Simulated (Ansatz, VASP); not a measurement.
**Al: VASP beside Ansatz**

Contents of INCAR:

```
SYSTEM = Al
PREC     = Accurate       ! precision mode
ENCUT    = 520            ! plane-wave cutoff, eV
EDIFF    = 1E-6           ! SCF threshold, eV
ISMEAR   = 0              ! smearing method
SIGMA    = 0.15           ! smearing width, eV
LREAL    = .FALSE.        ! projectors in reciprocal space
LASPH    = .TRUE.         ! aspherical terms in the spheres
NELM     = 60             ! most SCF steps
ALGO     = Normal         ! electronic algorithm
ISIF     = 2              ! what is computed and relaxed
LWAVE    = .FALSE.        ! write WAVECAR
LCHARG   = .FALSE.        ! write CHGCAR
GGA      = PE             ! functional
IVDW     = 12             ! dispersion correction
NBANDS   = 8              ! bands
```

File KPOINTS:

```
regular mesh
0
G
  20 20 20
  0 0 0
```

Contents of POSCAR:

```
Al
1.0
    0.0000000000      2.0846994000      2.0543397000
    2.0846994000      0.0000000000      2.0543397000
    2.0846994000      2.0846994000      0.0000000000
Al
1
Direct
    0.0000000000      0.0000000000      0.0000000000
```

Input for Ansatz:

```yaml
crystal:
  lattice:
    - [0.0, 2.0846994, 2.0543397]
    - [2.0846994, 0.0, 2.0543397]
    - [2.0846994, 2.0846994, 0.0]
  atoms:
    - { symbol: Al, position: [0.0, 0.0, 0.0] }
basis:
  ecutwfc: 420
kpoints:
  mp_grid: { grid: [20, 20, 20] }
hamiltonian:
  xc: pbe
  dispersion: d3bj
scf:
  occupations: { method: gaussian, width: 0.15 }
output:
  forces: true
  stress: true
  eigenvalues: true
```

Change from the starting cell: strain +0.030 along x and y, +0.015 along z, atoms carried along.

Alike in both runs: task single point; functional PBE; dispersion D3(BJ); k mesh 20 × 20 × 20; occupations gaussian, width 0.15 eV; no spin polarisation.

|  | VASP | Ansatz |
| --- | --- | --- |
| version | VASP 6.6.1 | Ansatz 0.2.0 |
| potentials or method | VASP PAW PBE potentials, release 64 (Al) | scalar-relativistic, plane waves, PAW |
| plane-wave cutoff (eV) | 520 | 420 |
| valence electrons in the cell | 3 | 3 |

```csv
,VASP,Ansatz,Ansatz less VASP
gap on the k mesh at the Fermi level (eV),none,none,-
pressure (GPa),-8.0,-7.9,+0.03
```

A gap of «none» marks a metal or a gap that the smearing closes.

Caveats: pairwise dispersion overbinds metals, which lowers pressure and volume.
